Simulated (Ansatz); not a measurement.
InSb: pressure against volume, fitted

```xyz
2
Lattice="0.0000 3.2391 3.2391 3.2391 0.0000 3.2391 3.2391 3.2391 0.0000" Properties=species:S:1:pos:R:3 pbc="T T T"
In    0.0000    0.0000    0.0000
Sb    4.8586    4.8586    4.8586
```

Atom numbers follow the list: In1, Sb2.

The cell is COD entry 9008853, as deposited and not checked against the literature; nothing was relaxed.

Spin–orbit coupling is left out, though it moves levels of the heavy atoms by tenths of an eV or more.

Computed with DFT, PBEsol, all-electron LAPW, scalar-relativistic (Ansatz 0.2.0).

Numerical set-up: a Γ-centred 9×9×9 k mesh, Fermi–Dirac smearing of 0.05 eV, basis error target 0.25 meV/atom, no spin polarisation.

The cell is scaled evenly. Fractional coordinates are held (clamped ions).

```json
{"V (Å³/atom)": "31.945", "P (GPa)": "4.20"}
{"V (Å³/atom)": "32.625", "P (GPa)": "2.96"}
{"V (Å³/atom)": "33.304", "P (GPa)": "1.85"}
{"V (Å³/atom)": "33.644", "P (GPa)": "1.34"}
{"V (Å³/atom)": "33.984", "P (GPa)": "0.86"}
{"V (Å³/atom)": "34.324", "P (GPa)": "0.40"}
{"V (Å³/atom)": "34.664", "P (GPa)": "-0.03"}
{"V (Å³/atom)": "36.023", "P (GPa)": "-1.52"}
```

Q: Fit a third-order Birch–Murnaghan curve to the pressures.

A: P = (3B0/2)(y^(7/2) − y^(5/2))[1 + (3/4)(B0′ − 4)(y − 1)] with y = (V0/V)^(2/3) fits within 0.01 GPa for V0 = 34.642 Å³/atom, B0 = 42.7 GPa and B0′ = 4.76.

Q: Predict the pressure at the withheld volume, 35.343 Å³/atom.

A: There y = 0.9867, so the fit gives -0.82 GPa; the run gave -0.82 GPa.
